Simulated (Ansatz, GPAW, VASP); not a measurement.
## Ag: 3 runs at one level of theory

```
Ag
1.0
     0.00000    2.04275    2.04275
     2.04275    0.00000    2.04275
     2.04275    2.04275    0.00000
Ag
1
Cartesian
  0.0000 0.0000 0.0000
```

Alike in all runs: task single point; functional PBE; k mesh 11 × 11 × 11; occupations gaussian, width 0.018 eV; no spin polarisation; no spin-orbit coupling. Pressure is positive in compression and, in plane waves, holds the error of the finite cutoff.

```json
{"program and potentials": "Ansatz, all-electron LAPW, scalar-relativistic", "plane-wave cutoff (eV)": "-", "notes": "-", "pressure (GPa)": "4.25"}
{"program and potentials": "VASP, PBE PAW files Ag, 520 eV", "plane-wave cutoff (eV)": "520", "notes": "11 valence electrons an atom on average", "pressure (GPa)": "4.10"}
{"program and potentials": "GPAW, GPAW PAW data sets (gpaw-data 1.2.1)", "plane-wave cutoff (eV)": "600", "notes": "17 valence electrons an atom on average", "pressure (GPa)": "4.20"}
```

The pressure spans 4.10 (VASP, PBE PAW files Ag, 520 eV) to 4.25 GPa (Ansatz, all-electron LAPW, scalar-relativistic), with all-electron results at 4.25.

Differences between rows come from potentials, basis sets and numerical settings, since the functional is the same but for its coding. Runs on potential files found faulty are left out.
